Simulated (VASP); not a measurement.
# ZnS in VASP: one cell, several levels of theory

Aim: gap, levels, forces and stress of ZnS (zincblende), under -1.0 % biaxial strain in the (111) plane, free along [111] at fixed geometry. Runs: PBE, r2SCAN. The results are then set beside those of Ansatz 0.2.0 for the same cell.

Program: VASP 6.6.1. PAW datasets, plane waves. Spin-unpolarised throughout; all numbers are computed.

**1. The structure to begin with**

The cell comes from an earlier relaxation with r2SCAN in another program, then strained, with the atoms relaxed again.

The symmetry is R3m (No. 160, trigonal); conventional cell a = 3.772 Å, c = 9.395 Å, 19.29 Å³ an atom. Zn has 4 S at 2.32–2.33 Å; S has 4 Zn at 2.32–2.33 Å.

As a file:

```xyz
2
Lattice="0.0300 2.6971 2.6971 2.6971 0.0300 2.6971 2.6971 2.6971 0.0300" Properties=species:S:1:pos:R:3 pbc="T T T"
Zn    0.0057    0.0057    0.0057
S     1.3504    1.3504    1.3504
```

**2. Single point with PBE**

INCAR reads:

```
ENCUT = 520.000000
SIGMA = 0.020000
EDIFF = 1.00e-07
GGA = PE
PREC = Accurate
IBRION = -1
ISIF = 2
ISMEAR = -1
NBANDS = 16
NELM = 120
NSW = 0
LASPH = .TRUE.
LCHARG = .FALSE.
LWAVE = .FALSE.
LREAL = .FALSE.
```

KPOINTS reads:

```
KPOINTS created by Atomic Simulation Environment
0
Gamma
8 8 8
0 0 0
```

KPOINTS_OPT reads:

```
special points
6
Reciprocal
0.0000000000 0.0000000000 0.0000000000 1
-0.5000000000 -0.5000000000 0.0000000000 1
-0.3750000000 -0.3750000000 0.2500000000 1
-0.3750000000 0.0000000000 0.3750000000 1
0.0000000000 0.0000000000 0.5000000000 1
-0.5000000000 -0.2500000000 0.2500000000 1
```

POSCAR reads:

```
Zn S
 1.0000000000000000
     0.0299767323000000    2.6971217055999999    2.6971217055999999
     2.6971217055999999    0.0299767323000000    2.6971217055999999
     2.6971217055999999    2.6971217055999999    0.0299767323000000
 Zn  S
   1   1
Cartesian
  0.0056815009818239  0.0056815009818239  0.0056815009818239
  1.3503735348931765  1.3503735348931765  1.3503735348931762
```

Potentials: the recommended PBE PAW datasets, 18 valence electrons in the neutral cell.

Command:

```console
> mpirun -np 1 vasp_std
```

Printed to the terminal (iteration lines stand in OSZICAR):

```text
POSCAR found type information on POSCAR ZnS
 POSCAR found :  2 types and       2 ions
 LDA part: xc-table for (Slater+PW92), standard interpolation
 POSCAR, INCAR and KPOINTS ok, starting setup
 FFT: planning ... GRIDC
 FFT: planning ... GRID_SOFT
 FFT: planning ... GRID
 WAVECAR not read
 entering main loop
 Start KPOINTS_OPT (optional k-point list driver)
k-point batch [1-6\6]
```

OSZICAR:

```text
N       E                     dE             d eps       ncg     rms          rms(c)
DAV:   1     0.917478706439E+02    0.91748E+02   -0.90137E+03  2088   0.135E+03
DAV:   2    -0.131395548743E+01   -0.93062E+02   -0.86525E+02  2384   0.267E+02
DAV:   3    -0.719750351385E+01   -0.58835E+01   -0.58590E+01  2576   0.648E+01
DAV:   4    -0.725885308051E+01   -0.61350E-01   -0.61331E-01  2560   0.693E+00
DAV:   5    -0.725956044940E+01   -0.70737E-03   -0.70734E-03  2576   0.709E-01    0.717E+00
DAV:   6    -0.685210566723E+01    0.40745E+00   -0.73703E-01  3152   0.304E+01    0.558E+00
DAV:   7    -0.683088205477E+01    0.21224E-01   -0.25805E-01  2472   0.463E+00    0.281E+00
DAV:   8    -0.683015056893E+01    0.73149E-03   -0.53278E-03  2792   0.950E-01    0.732E-01
DAV:   9    -0.683035837546E+01   -0.20781E-03   -0.13115E-03  2512   0.285E-01    0.946E-02
DAV:  10    -0.683052429704E+01   -0.16592E-03   -0.23099E-04  2640   0.114E-01    0.364E-02
DAV:  11    -0.683051629872E+01    0.79983E-05   -0.29700E-05  2400   0.465E-02    0.821E-03
DAV:  12    -0.683051670949E+01   -0.41077E-06   -0.32355E-06  2712   0.150E-02    0.381E-03
DAV:  13    -0.683051704783E+01   -0.33834E-06   -0.54559E-07  2496   0.468E-03    0.209E-03
DAV:  14    -0.683051700388E+01    0.43952E-07   -0.34516E-08  2312   0.262E-03
   1 F= -.68305170E+01 E0= -.68305170E+01  d E =-.491408E-12
       N       E                     dE             ncg
DAV:   1     0.180658577704E+04   -0.34809E+04      192
DAV:   2     0.125718898017E+04   -0.54940E+03      232
DAV:   3     0.122452849311E+04   -0.32660E+02      240
DAV:   4     0.122421782798E+04   -0.31067E+00      256
DAV:   5     0.122421413226E+04   -0.36957E-02      224
DAV:   6     0.122421406549E+04   -0.66766E-04      264
DAV:   7     0.122421406411E+04   -0.13855E-05      216
DAV:   8     0.122421406408E+04   -0.26945E-07      232
```

The lines after F= are the extra pass for the points of KPOINTS_OPT, at fixed density; their E is not a total energy.

Parts of OUTCAR:

```text
k-points           NKPTS =     65   k-points in BZ     NKDIM =     65   number of bands    NBANDS=     16

   NELECT =      18.0000    total number of electrons

   dimension x,y,z NGX =    28 NGY =   28 NGZ =   28
   dimension x,y,z NGXF=    56 NGYF=   56 NGZF=   56

  energy-cutoff  :      520.00
  volume of cell :       38.59
      direct lattice vectors                 reciprocal lattice vectors
     0.029976732  2.697121706  2.697121706    -0.188502400  0.186430350  0.186430350
     2.697121706  0.029976732  2.697121706     0.186430350 -0.188502400  0.186430350
     2.697121706  2.697121706  0.029976732     0.186430350  0.186430350 -0.188502400

 k-points in reciprocal lattice and weights: KPOINTS created by Atomic Simulation Env
   0.00000000  0.00000000  0.00000000       0.002
   0.12500000  0.00000000  0.00000000       0.012
   0.25000000  0.00000000  0.00000000       0.012
   0.37500000  0.00000000  0.00000000       0.012
   0.50000000  0.00000000  0.00000000       0.006
   0.12500000  0.12500000  0.00000000       0.012
   0.25000000  0.12500000  0.00000000       0.023
   0.37500000  0.12500000  0.00000000       0.023
[... 57 more k-points ...]

 E-fermi :   2.8036

 k-point     1 :       0.0000    0.0000    0.0000
  band No.  band energies     occupation
      1     -10.9801      2.00000
      2      -4.1216      2.00000
      3      -4.1080      2.00000
      4      -4.1080      2.00000
      5      -3.5881      2.00000
      6      -3.5881      2.00000
      7       2.2533      2.00000
      8       2.3485      2.00000
      9       2.3485      2.00000
     10       4.5235      0.00000
     11       8.5586      0.00000
     12       8.7734      0.00000
     13       8.7734      0.00000
     14      14.1066      0.00000
     15      14.1066      0.00000
     16      14.3153      0.00000

 k-point     2 :       0.1250    0.0000    0.0000
  band No.  band energies     occupation
      1     -10.8575      2.00000
      2      -4.1123      2.00000
      3      -4.0955      2.00000
      4      -4.0865      2.00000
      5      -3.5905      2.00000
      6      -3.5895      2.00000
      7       1.2115      2.00000
      8       2.1097      2.00000
      9       2.1934      2.00000
     10       5.3277      0.00000
     11       8.6562      0.00000
     12       8.8597      0.00000
     13       9.0275      0.00000
     14      13.4620      0.00000
     15      13.5234      0.00000
     16      15.0965      0.00000

 k-point     3 :       0.2500    0.0000    0.0000
  band No.  band energies     occupation
      1     -10.5364      2.00000
      2      -4.0703      2.00000
      3      -4.0446      2.00000
      4      -4.0400      2.00000
      5      -3.5884      2.00000
      6      -3.5846      2.00000
      7      -0.5438      2.00000
      8       1.7733      2.00000
      9       1.8568      2.00000
     10       5.8266      0.00000
     11       9.2214      0.00000
     12       9.3715      0.00000
     13       9.3828      0.00000
     14      13.2079      0.00000
     15      13.3778      0.00000
     16      14.5624      0.00000

 k-point     4 :       0.3750    0.0000    0.0000
  band No.  band energies     occupation
      1     -10.1700      2.00000
      2      -4.0074      2.00000
      3      -4.0041      2.00000
      4      -3.8500      2.00000
      5      -3.5711      2.00000
      6      -3.5647      2.00000
      7      -2.1114      2.00000
      8       1.4752      2.00000
      9       1.5576      2.00000
     10       5.7127      0.00000
     11       9.2575      0.00000
     12       9.3184      0.00000
     13      10.6905      0.00000
     14      14.1940      0.00000
     15      14.3346      0.00000
     16      14.5702      0.00000

 k-point     5 :       0.5000    0.0000    0.0000
  band No.  band energies     occupation
      1     -10.0009      2.00000
      2      -3.9945      2.00000
      3      -3.9932      2.00000
      4      -3.5607      2.00000
      5      -3.5511      2.00000
      6      -3.3722      2.00000
      7      -3.1064      2.00000
      8       1.3595      2.00000
      9       1.4416      2.00000
     10       5.6255      0.00000
     11       9.1743      0.00000
     12       9.2228      0.00000
     13      11.2835      0.00000
     14      14.5850      0.00000
     15      15.6278      0.00000
     16      15.9439      0.00000

 k-point     6 :       0.1250    0.1250    0.0000
  band No.  band energies     occupation
      1     -10.8183      2.00000
      2      -4.1360      2.00000
      3      -4.0751      2.00000
      4      -4.0679      2.00000
      5      -3.6058      2.00000
      6      -3.5764      2.00000
      7       1.2432      2.00000
      8       1.8557      2.00000
      9       1.9301      2.00000
     10       5.7071      0.00000
     11       7.9839      0.00000
     12       9.2951      0.00000
     13       9.4111      0.00000
     14      12.4069      0.00000
     15      14.3085      0.00000
     16      15.6290      0.00000

 k-point     7 :       0.2500    0.1250    0.0000
  band No.  band energies     occupation
      1     -10.5637      2.00000
      2      -4.1292      2.00000
      3      -4.0238      2.00000
      4      -4.0177      2.00000
      5      -3.6140      2.00000
      6      -3.5658      2.00000
      7      -0.0535      2.00000
      8       1.4498      2.00000
      9       1.6021      2.00000
     10       6.4080      0.00000
     11       7.9325      0.00000
     12       9.7512      0.00000
     13       9.8899      0.00000
     14      12.0712      0.00000
     15      14.2640      0.00000
     16      16.0987      0.00000

 k-point     8 :       0.3750    0.1250    0.0000
  band No.  band energies     occupation
      1     -10.2071      2.00000
      2      -4.0437      2.00000
      3      -3.9771      2.00000
      4      -3.9211      2.00000
      5      -3.5875      2.00000
      6      -3.5530      2.00000
      7      -1.5774      2.00000
      8       1.1268      2.00000
      9       1.1976      2.00000
     10       6.4169      0.00000
     11       8.6413      0.00000
     12       9.9563      0.00000
     13      10.0107      0.00000
     14      13.3013      0.00000
     15      15.0189      0.00000
     16      15.4730      0.00000

 k-point     9 :       0.5000    0.1250    0.0000
  band No.  band energies     occupation
      1      -9.9607      2.00000
      2      -3.9981      2.00000
      3      -3.9605      2.00000
      4      -3.6496      2.00000
      5      -3.5544      2.00000
      6      -3.4261      2.00000
      7      -2.7713      2.00000
      8       0.7827      2.00000
      9       1.1406      2.00000
     10       6.3306      0.00000
     11       8.6573      0.00000
     12       9.7383      0.00000
     13      11.1914      0.00000
     14      14.3999      0.00000
     15      15.7044      0.00000
     16      15.9666      0.00000

 k-point    10 :      -0.3750    0.1250    0.0000
  band No.  band energies     occupation
      1     -10.0150      2.00000
      2      -3.9928      2.00000
      3      -3.9728      2.00000
      4      -3.7176      2.00000
      5      -3.5799      2.00000
      6      -3.5090      2.00000
      7      -2.4404      2.00000
      8       0.6614      2.00000
      9       1.3615      2.00000
     10       6.3886      0.00000
     11       8.8175      0.00000
     12       9.5910      0.00000
     13      10.8784      0.00000
     14      13.9674      0.00000
     15      15.0389      0.00000
     16      16.4382      0.00000

 k-point    11 :      -0.2500    0.1250   -0.0000
  band No.  band energies     occupation
      1     -10.3246      2.00000
      2      -4.0328      2.00000
      3      -4.0106      2.00000
      4      -3.9887      2.00000
      5      -3.6064      2.00000
      6      -3.5528      2.00000
      7      -1.1012      2.00000
      8       0.8608      2.00000
      9       1.7409      2.00000
     10       6.4999      0.00000
     11       9.0098      0.00000
     12       9.4691      0.00000
     13       9.6104      0.00000
     14      12.5370      0.00000
     15      14.8203      0.00000
     16      15.7403      0.00000

 k-point    12 :      -0.1250    0.1250    0.0000
  band No.  band energies     occupation
      1     -10.6666      2.00000
      2      -4.1090      2.00000
      3      -4.0657      2.00000
      4      -4.0441      2.00000
      5      -3.6059      2.00000
      6      -3.5747      2.00000
      7       0.3224      2.00000
      8       1.4436      2.00000
      9       2.0767      2.00000
     10       6.0851      0.00000
     11       8.4213      0.00000
     12       9.1041      0.00000
     13       9.5810      0.00000
     14      12.4936      0.00000
     15      13.7408      0.00000
     16      16.2068      0.00000

[... the tables of k-points 13 to 65 left out ...]

  Total        0.8561584      0.8561584      0.8561584     -0.1290194     -0.1290194     -0.1290194
  in kB       35.5495516     35.5495516     35.5495516     -5.3571641     -5.3571641     -5.3571641
  external PRESSURE =      35.5495516 kB  Pullay stress =       0.0000000 kB

 POSITION                                       TOTAL-FORCE (eV/Angst)
 -----------------------------------------------------------------------------------
      0.00568      0.00568      0.00568         0.001358      0.001358      0.001358
      1.35037      1.35037      1.35037        -0.001358     -0.001358     -0.001358
 -----------------------------------------------------------------------------------
    total drift:                                0.000094      0.000094      0.000094

  FREE ENERGIE OF THE ION-ELECTRON SYSTEM (eV)
  ---------------------------------------------------
  free  energy   TOTEN  =        -6.8305170039 eV

  energy  without entropy=       -6.8305170039  energy(sigma->0) =       -6.83051700
```

Hardware: 1 MPI rank of Intel Xeon Platinum 8488C, shared host.

The levels at the points of KPOINTS_OPT are read from vasprun.xml.

Levels at the named points, in eV from the top of band v (v: the last filled band by count, c: the next):

```csv
point,v−1,v,c,c+1
Γ,0.00,0.00,2.18,6.21
X,-2.39,-2.27,3.31,4.05
U,-3.27,-1.85,4.16,5.89
K,-3.22,-1.95,3.99,6.09
L,-0.99,-0.91,3.28,6.83
W,-2.90,-2.82,5.65,6.12
```

Gap with PBE: 2.18 eV, direct (Γ). Pressure: 3.55 GPa; the forces vanish within 0.01 eV/Å.

[end of part 1 of 2]
